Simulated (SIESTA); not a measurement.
**KTaO3 under changes of volume**

One of the cells (12.942 Å³/atom); the others are scaled copies at fixed shape and fractional positions:

```
CELL_PARAMETERS angstrom
4.01471 0.00000 0.00000
0.00000 4.01471 0.00000
0.00000 0.00000 4.01471
ATOMIC_POSITIONS crystal
Ta 0.00000 0.00000 0.00000
K 0.50000 0.50000 0.50000
O 0.00000 0.00000 0.50000
O 0.00000 0.50000 0.00000
O 0.50000 0.00000 0.00000
```

```yaml
Program: SIESTA 5.4.2
Functional: PBEsol
Potentials_or_basis: PseudoDojo 0.4 standard (PBEsol files)
Basis: DZP (energy shift 0.003 Ry; two zetas on semicore shells; d shell added on K)
Grid_cutoff: 800 Ry
Energy_shift: 0.003 Ry
k_mesh: 7 × 7 × 7
Occupations: fermi-dirac, width 0.05 eV
Spin: no spin polarisation
```

```csv
volume (Å³/atom),energy over the lowest point (meV/atom),pressure (GPa),gap on the mesh (eV)
11.927,?,?,?
12.180,20.07,11.1,2.02
12.434,6.40,6.3,1.98
12.942,0.00,-1.9,1.91
13.196,5.92,-5.5,1.87
13.449,17.13,-8.6,1.83
```

Problem. What does the run at 11.927 Å³/atom give?

Solution. Energy over the lowest point 41.85 meV/atom; pressure 16.5 GPa; gap on the mesh 2.05 eV.

Worked out: A Birch-Murnaghan fit of order 3 (a polynomial in V^(-2/3)) to the other rows has its minimum at 12.81 Å³/atom with B0 = V·E''(V) = 197 GPa and B' = 4.1. It gives 41.61 meV/atom at 11.927 Å³/atom, against the run's 41.85, and -dE/dV = 16.3 GPa, against 16.5. A straight line through the other rows of the gap, of slope -1.89 eV per unit of ln V, extrapolates to 2.06 eV, against the run's 2.05.

Energies are extrapolated to zero smearing.

Caveats: short orbitals over semicore shells can move pressures by several GPa; spin-orbit coupling is left out, which moves the levels of the heavy elements; an odd mesh through Γ misses points on the zone boundary, where band edges often lie; the basis of atomic orbitals isn't converged, which shifts pressures, moduli and gaps.
